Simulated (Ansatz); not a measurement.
# AlN: the cost of one run

Program: Ansatz 0.2.0. Level of theory: DFT r2SCAN, scalar-relativistic, plane waves, PAW. These are calculated values, not measurements.

2 further runs of the same task are left out: 2 set aside as unsound or not needed. Runs told in other sessions of the task aren't counted.

**1. The starting structure**

The structure is hexagonal, space group P6_3mc (No. 186). Conventional cell: a = 3.107 Å, b = 3.107 Å, c = 4.978 Å, α = 90.00°, β = 90.00°, γ = 120.00°. Al (site symmetry 3m) is surrounded by 4 N at 1.89 to 1.90 Å. N (site symmetry 3m) has 4 Al at 1.89 to 1.90 Å in its first shell of neighbours.

Structure file:

```cif
data_structure
_symmetry_space_group_name_H-M 'P6_3mc'
_symmetry_Int_Tables_number 186
_cell_length_a 3.1067
_cell_length_b 3.1067
_cell_length_c 4.9784
_cell_angle_alpha 90.000
_cell_angle_beta 90.000
_cell_angle_gamma 120.000
_cell_volume 41.61
loop_
_atom_site_label
_atom_site_type_symbol
_atom_site_symmetry_multiplicity
_atom_site_Wyckoff_symbol
_atom_site_fract_x
_atom_site_fract_y
_atom_site_fract_z
_atom_site_occupancy
Al1 Al 2 b 0.66667 0.33333 0.99831 1
N1 N 2 b 0.66667 0.33333 0.61669 1
```

It is built from the cell relaxed beforehand with the same method (10.40 Å³/atom).

**2. The reference cell**

The cell is repeated 2 times, 8 atoms in all. The reference gives a free energy of -3713.9407 eV, pressure 0.01 GPa, largest force 0.000 eV/Å and gap on the mesh 4.88 eV. It was computed beforehand with the settings of the runs below.

**3. Next: a frozen normal mode**

Mode 5 of the phonon run on this cell, counted from the lowest, is frozen in: each atom moves by x times its row below, so x is the largest displacement.

```
atom      ux     uy     uz
 Al1   1.000  0.000  0.000
 Al2   1.000  0.000  0.000
 Al3  -1.000  0.000  0.000
 Al4  -1.000  0.000  0.000
  N5  -0.878  0.000  0.000
  N6  -0.878  0.000  0.000
  N7   0.878  0.000  0.000
  N8   0.878  0.000  0.000
```

**4. Point x = -0.200 Å**

input.yaml

```yaml
crystal:
  lattice:
    - [-3.1066653462, 0.0, 0.0]
    - [0.0, 0.0, -4.9784048411]
    - [0.0, -5.3809022217, 0.0]
  atoms:
    - { symbol: Al, position: [0.5643777098, 0.998307098, 0.1666666667] }
    - { symbol: Al, position: [0.0643777098, 0.998307098, 0.6666666667] }
    - { symbol: Al, position: [-0.0643777098, 0.498307098, 0.3333333333] }
    - { symbol: Al, position: [0.4356222902, 0.498307098, 0.8333333333] }
    - { symbol: "N", position: [0.4434820248, 0.616692902, 0.1666666667] }
    - { symbol: "N", position: [-0.0565179752, 0.616692902, 0.6666666667] }
    - { symbol: "N", position: [0.0565179752, 0.116692902, 0.3333333333] }
    - { symbol: "N", position: [0.5565179752, 0.116692902, 0.8333333333] }
basis:
  ecutwfc: 500
kpoints:
  mp_grid: { grid: [8, 6, 4] }
hamiltonian:
  xc: r2scan
scf:
  occupations: { method: gaussian, width: 0.05 }
output:
  forces: true
  stress: true
  eigenvalues: true
  write_density: true
  write_potential: true
  elf: true
  volumetric_format: npy
```

Started as:

```sh
ansatz run input.yaml --threads 2 --pin off --max-ram 5120MiB --backend cpu --events-out ev --progress --plain --runs-dir out
```

Q: Estimate wall time and peak memory on 2 threads of Intel Xeon 6975P-C (Granite Rapids), shared host.

About 7.9 s, with a peak of 0.58 GiB.
